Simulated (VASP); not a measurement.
## A VASP 6.6.1 single-point calculation on BN

INCAR

```
ENCUT = 520
PREC = Accurate
LWAVE = .FALSE.
ISIF = 2
NSW = 0
EDIFF = 1E-7
NELM = 65
ISMEAR = 2
SIGMA = 0.005
IBRION = -1
LREAL = .FALSE.
NBANDS = 11
ALGO = Normal
LCHARG = .FALSE.
GGA = PE
LASPH = .TRUE.
```

KPOINTS

```
KPOINTS created by Atomic Simulation Environment
0
Gamma
4 4 4
0 0 0
```

POSCAR

```
B  N
 1.0000000000000000
    -0.0554560606000000    1.8215624230000000    1.8215624230000000
     1.8215624230000000   -0.0554560606000000    1.8215624230000000
     1.8215624230000000    1.8215624230000000   -0.0554560606000000
 B   N
   1   1
Cartesian
  0.0003668791073425  0.0003668791073425  0.0003668791073425
  0.8965503172426574  0.8965503172426574  0.8965503172426574
```

The recommended PBE PAW datasets give the neutral cell 8 valence electrons.

Command

```
mpirun -np 1 vasp_std
```

OSZICAR

```
N       E                     dE             d eps       ncg     rms          rms(c)
DAV:   1     0.111314280252E+02    0.11131E+02   -0.46350E+03   286   0.716E+02
DAV:   2    -0.176485544669E+02   -0.28780E+02   -0.28162E+02   344   0.161E+02
DAV:   3    -0.181979172701E+02   -0.54936E+00   -0.54838E+00   325   0.195E+01
DAV:   4    -0.181985802334E+02   -0.66296E-03   -0.66294E-03   316   0.783E-01
DAV:   5    -0.181985809162E+02   -0.68280E-06   -0.68281E-06   334   0.247E-02    0.643E+00
DAV:   6    -0.173598338418E+02    0.83875E+00   -0.31384E+00   298   0.994E+00    0.308E+00
DAV:   7    -0.173046432901E+02    0.55191E-01   -0.86745E-02   325   0.251E+00    0.185E+00
DAV:   8    -0.172921862238E+02    0.12457E-01   -0.35004E-02   313   0.135E+00    0.166E-01
DAV:   9    -0.172923167756E+02   -0.13055E-03   -0.12953E-03   310   0.281E-01    0.806E-02
DAV:  10    -0.172924186965E+02   -0.10192E-03   -0.15884E-04   298   0.106E-01    0.154E-02
DAV:  11    -0.172924252347E+02   -0.65382E-05   -0.10956E-05   348   0.277E-02    0.105E-02
DAV:  12    -0.172924255094E+02   -0.27471E-06   -0.15780E-06   295   0.884E-03    0.130E-03
DAV:  13    -0.172924255421E+02   -0.32714E-07   -0.62418E-08   230   0.229E-03
   1 F= -.17292426E+02 E0= -.17292426E+02  d E =0.000000E+00
```

From OUTCAR

```
k-points           NKPTS =     13   k-points in BZ     NKDIM =     13   number of bands    NBANDS=     11

   NELECT =       8.0000    total number of electrons

   dimension x,y,z NGX =    20 NGY =   20 NGZ =   20
   dimension x,y,z NGXF=    40 NGYF=   40 NGZF=   40

  energy-cutoff  :      520.00
  volume of cell :       12.64
      direct lattice vectors                 reciprocal lattice vectors
    -0.055456061  1.821562423  1.821562423    -0.262262359  0.270497445  0.270497445
     1.821562423 -0.055456061  1.821562423     0.270497445 -0.262262359  0.270497445
     1.821562423  1.821562423 -0.055456061     0.270497445  0.270497445 -0.262262359

 k-points in reciprocal lattice and weights: KPOINTS created by Atomic Simulation Env
   0.00000000  0.00000000  0.00000000       0.016
   0.25000000  0.00000000  0.00000000       0.094
   0.50000000  0.00000000  0.00000000       0.047
   0.25000000  0.25000000  0.00000000       0.094
   0.50000000  0.25000000  0.00000000       0.188
  -0.25000000  0.25000000  0.00000000       0.094
   0.50000000  0.50000000  0.00000000       0.047
   0.25000000  0.25000000  0.25000000       0.031
   ...

 E-fermi :   6.8075

 k-point     1 :       0.0000    0.0000    0.0000
  band No.  band energies     occupation
      1     -12.8764      2.00000
      2       6.5933      2.00000
      3       6.5933      2.00000
      4       6.6678      2.00000
      5      14.7157      0.00000
      6      14.7157      0.00000
      7      14.8810      0.00000
      8      16.9247      0.00000
      9      30.1032      0.00000
     10      33.5776      0.00000
     11      33.5776      0.00000

 k-point     2 :       0.2500    0.0000    0.0000
  band No.  band energies     occupation
      1     -11.5160      2.00000
      2       1.2825      2.00000
      3       5.6300      2.00000
      4       5.6533      2.00000
      5      15.5185      0.00000
      6      16.1258      0.00000
      7      17.1736      0.00000
      8      19.2962      0.00000
      9      29.1754      0.00000
     10      29.1951      0.00000
     11      30.4562      0.00000

 k-point     3 :       0.5000    0.0000    0.0000
  band No.  band energies     occupation
      1      -9.0905      2.00000
      2      -3.5108      2.00000
      3       4.8575      2.00000
      4       4.9744      2.00000
      5      15.9405      0.00000
      6      16.5961      0.00000
      7      17.6657      0.00000
      8      21.1410      0.00000
      9      29.1348      0.00000
     10      31.6667      0.00000
     11      31.7418      0.00000

 k-point     4 :       0.2500    0.2500    0.0000
  band No.  band energies     occupation
      1     -11.0248      2.00000
      2       2.7127      2.00000
      3       3.6151      2.00000
      4       4.0171      2.00000
      5      13.1033      0.00000
      6      17.3869      0.00000
      7      19.2459      0.00000
      8      19.6710      0.00000
      9      24.1676      0.00000
     10      32.3617      0.00000
     11      36.2178      0.00000

 k-point     5 :       0.5000    0.2500    0.0000
  band No.  band energies     occupation
      1      -8.5979      2.00000
      2      -1.7950      2.00000
      3       1.7706      2.00000
      4       3.4197      2.00000
      5      14.1448      0.00000
      6      18.6296      0.00000
      7      20.0851      0.00000
      8      20.7689      0.00000
      9      25.6581      0.00000
     10      31.7119      0.00000
     11      34.4905      0.00000

 ...

  Total       -1.4468707     -1.4468707     -1.4468707      0.9222712      0.9222712      0.9222712
  in kB     -183.3964197   -183.3964197   -183.3964197    116.9014247    116.9014247    116.9014247
  external PRESSURE =    -183.3964197 kB  Pullay stress =       0.0000000 kB

 POSITION                                       TOTAL-FORCE (eV/Angst)
 -----------------------------------------------------------------------------------
      0.00037      0.00037      0.00037        -0.033533     -0.033533     -0.033533
      0.89655      0.89655      0.89655         0.033533      0.033533      0.033533
 -----------------------------------------------------------------------------------
    total drift:                                0.000032      0.000032      0.000032

  FREE ENERGIE OF THE ION-ELECTRON SYSTEM (eV)
  ---------------------------------------------------
  free  energy   TOTEN  =       -17.2924255421 eV

  energy  without entropy=      -17.2924255421  energy(sigma->0) =      -17.29242554
```

It converged. Results: gap between bands v and c on the k mesh 4.27 eV; least direct gap on the k mesh 8.05 eV; pressure -18.3 GPa; largest force 0.06 eV/Å. Band v is the last that the valence electrons fill when counted band by band, and c is the next.

These settings aren't sound, so the numbers aren't properties of the crystal.

On sound settings PBE gives a gap of 4.29 eV on its mesh and a pressure of -18.9 GPa for the intended cell.

The run took about 2.9 s on one core of a shared host (Intel Xeon Platinum 8488C) and held 0.11 GiB at most.
